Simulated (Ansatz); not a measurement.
BaF₂ built on the fluorite prototype, relaxed with r2SCAN: the symmetry is Fm-3m (No. 225, cubic); a = 6.194 Å in the conventional setting, 19.81 Å³ an atom. Ba has 8 F at 2.68 Å; F has 4 Ba at 2.68 Å. One-shot G0W0@PBE in the PAW code Ansatz on a 6×6×6 mesh (contour deformation, no spin-orbit coupling), from a PBE gap of 6.864 eV over the mesh points (the G0W0 gap is indirect on the mesh); the number N of bands summed and the screening cutoff rise together. (Simulation; spin polarisation is off.)

```csv
N,cutoff (eV),1000/N,G0W0 gap (eV)
146,100,6.849,9.468
337,180,2.967,9.622
```

Lay a straight line in 1000/N through these rows.
The slope is -0.0397 eV per unit of 1000/N and the intercept 9.740 eV.

Predict the gap at N = 644 (260 eV).
9.740 + (-0.0397) × 1.553 = 9.678 eV; the run gives 9.742 eV, +0.064 eV from the line.

With that run's result added, what limit do the last two rows suggest?
Their slope is (9.742 − 9.622)/(1.553 − 2.967) = -0.0849, which meets 1/N = 0 at 9.87 eV, against 9.740 eV from the first line. The slope steepens, so 1/N isn't yet asymptotic and the true limit probably lies higher still; the k mesh isn't extrapolated.

The runs are scalar-relativistic, without spin-orbit coupling.
